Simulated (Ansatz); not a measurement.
Li3N (Li3N type, space group P6/mmm)

```yaml
crystal:
  lattice:
    - [3.63435, 0.00000, 0.00000]
    - [-1.81718, 3.14744, 0.00000]
    - [0.00000, 0.00000, 3.86452]
  atoms:
    - { symbol: Li, position: [0.00000, 0.00000, 0.50000] }
    - { symbol: Li, position: [0.33333, 0.66667, 0.00000] }
    - { symbol: Li, position: [0.66667, 0.33333, 0.00000] }
    - { symbol: N, position: [0.00000, 0.00000, 0.00000] }
```

A phonon eigenvector at Γ is frozen into this cell: atom i moves by Q times the vector below, so Q is the largest atomic displacement, in Å. The cell is held.

```tsv
atom	x	y	z
Li2	0.000	0.000	-1.000
Li3	0.000	0.000	1.000
```

Atoms not listed stay in place.

Level of theory: PBE (plane waves to 420 eV, PAW, scalar-relativistic; Ansatz, an electronic-structure program). k mesh 10×10×9 (Γ-centred), fixed occupations. Li3N was relaxed with its symmetry unable to fall. 

```
Q (Å)   −dE/dQ from forces (eV/Å)
------  -------------------------
-0.176                      0.053
-0.147                      0.022
-0.117                      0.002
-0.088                     -0.007
-0.059                     -0.009
-0.029                     -0.006
0.000                       0.000
0.029                       0.006
0.059                       0.009
0.088                       0.007
0.117                      -0.002
0.147                      -0.022
0.176                      -0.053
```

What harmonic wavenumber does the curvature at Q = 0 give?

66i cm⁻¹. E″ = -0.22 eV/Å², M = Σ mᵢ|uᵢ|² = 13.9 u, ν̃ = 521.5·√(|E″|/M), imaginary since E″ < 0.

(A displaced cell: forces are minus the slopes of the energy, force constants its curvatures, and phonons follow from these.)
